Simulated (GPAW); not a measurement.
Write an ASE script for GPAW 26.7.0 that does the following.

* Task: single point
* Functional: PBE
* Potentials or basis: GPAW PAW data sets (gpaw-data 1.2.1)
* Cutoff: 800 eV
* Basis: pw
* k mesh: 11 × 11 × 11
* Occupations: gaussian, width 0.012 eV
* Spin: collinear spin, ferromagnetic start
* Starting moments: [3.0, 0.0] μB
* Maxiter: 150

The structure of FeO (Wuestite) lies in FeO.xyz:

```xyz
2
Lattice="0.0000000000 2.1554000000 2.1554000000 2.1554000000 0.0000000000 2.1554000000 2.1554000000 2.1554000000 0.0000000000" Properties=species:S:1:pos:R:3 pbc="T T T"
Fe     0.0000000000      0.0000000000      0.0000000000
O      2.1554000000      2.1554000000      2.1554000000
```

One way to write it, as run:

run.py

```python
from ase.dft.bandgap import bandgap
from ase.io import read, write
from ase.units import GPa
from gpaw import GPAW, PW

atoms = read('FeO.xyz')
atoms.set_initial_magnetic_moments([3.0, 0.0])

calc = GPAW(mode=PW(800),
            xc='PBE',
            kpts={'size': (11, 11, 11), 'gamma': True},
            occupations={'name': 'methfessel-paxton', 'order': 0, 'width': 0.012},
            nbands=17,
            convergence={'density': 1e-05, 'energy': 1e-05},
            maxiter=150,
            txt='gpaw.txt')
atoms.calc = calc
energy = atoms.get_potential_energy()
forces = atoms.get_forces()
stress = atoms.get_stress()
calc.write('gs.gpw')
write('result.traj', atoms)
print(f'Energy: {energy:.6f} eV')
print('Forces (eV/A):')
print(forces.round(4))
print('Stress (GPa):', (stress / GPa).round(3))
print('Moments:', calc.get_magnetic_moments().round(3))
print('Fermi level:', round(calc.get_fermi_level(), 4), 'eV')
print(f'Gap: {bandgap(calc)[0]:.4f} eV, direct: {bandgap(calc, direct=True)[0]:.4f} eV')
```

Potentials or basis: GPAW PAW data sets (gpaw-data 1.2.1), pw.

Command:

```bash
$ OMP_NUM_THREADS=1 python run.py
```

It gave:

```json
{
 "Pressure": "0.8 GPa",
 "Band gap on the k mesh": "none (metal or under the smearing width)",
 "Net moment": "4.00 μB per cell",
 "Site moments": "Fe +3.55; O +0.24 μB"
}
```

Caveat: a cell with one magnetic atom can't hold antiferromagnetic order, which such compounds often take; semilocal functionals often make such compounds metallic where correlation or magnetic order opens a gap, which also shifts bond lengths.

Run time: 32 s on 1 thread of Arm Neoverse V1, on a shared host, peak memory 0.18 GiB.
